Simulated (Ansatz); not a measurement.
Write the native input for Ansatz 0.2.0 that does the following.

```yaml
Task: relaxation of cell and atoms
Functional: PBEsol
Potentials_or_basis: Ansatz PAW
Cutoff: "420 eV (not typed: the program's choice for these potentials)"
k_mesh: 11 × 11 × 11
Occupations: fermi-dirac, width 0.05 eV
Spin: no spin polarisation
Target_pressure_GPa: 0
```

Nb:

```
CELL_PARAMETERS angstrom
-1.66395 1.66395 1.66395
1.66395 -1.66395 1.66395
1.66395 1.66395 -1.66395
ATOMIC_POSITIONS crystal
Nb 0.00000 0.00000 0.00000
```

These files were run (other wordings do the same):

input.yaml

```yaml
crystal:
  lattice:
    - [-1.66395, 1.66395, 1.66395]
    - [1.66395, -1.66395, 1.66395]
    - [1.66395, 1.66395, -1.66395]
  atoms:
    - { symbol: Nb, position: [0.0, 0.0, 0.0] }
hamiltonian:
  xc: pbesol
  pseudopotentials: { kind: paw }
kpoints:
  mp_grid: { grid: [11, 11, 11] }
scf:
  occupations: { method: fermi_dirac, width: 0.05 }
output:
  forces: true
  stress: true
  eigenvalues: true
relax:
  f_tol: 0.01
  max_steps: 40
  cell: { stress_tol: 0.05 }
```

Potentials or basis: Ansatz PAW.

Command:

```bash
$ ansatz run input.yaml --threads 2 --pin off --max-ram 5632MiB --backend cpu --events-out ev --progress --plain --runs-dir out
```

Results of the run:

```json
{"Relaxed volume": "17.59 Å³/atom", "Relaxed cell": "a = 2.838 Å, b = 2.838 Å, c = 2.838 Å, α = 109.47°, β = 109.47°, γ = 109.47°", "Space group after relaxing (to 0.05 Å)": "Im-3m (No. 229)", "Energy gained by relaxing": "21.0 meV/atom", "Ionic steps": "4", "Pressure after relaxing": "0.0 GPa", "Band gap on the k mesh": "none (metal or under the smearing width)"}
```

Caveat: the plane-wave basis is chosen anew once the cell has moved, so the energies of steps on either side of that aren't comparable; the PAW data sets come from PBE, with cores solved anew for the run's functional, which leaves a small shift of forces and pressure.

Wall time 3.7 s on 2 threads of Arm Neoverse N1 (shared host), peak memory 0.27 GiB.
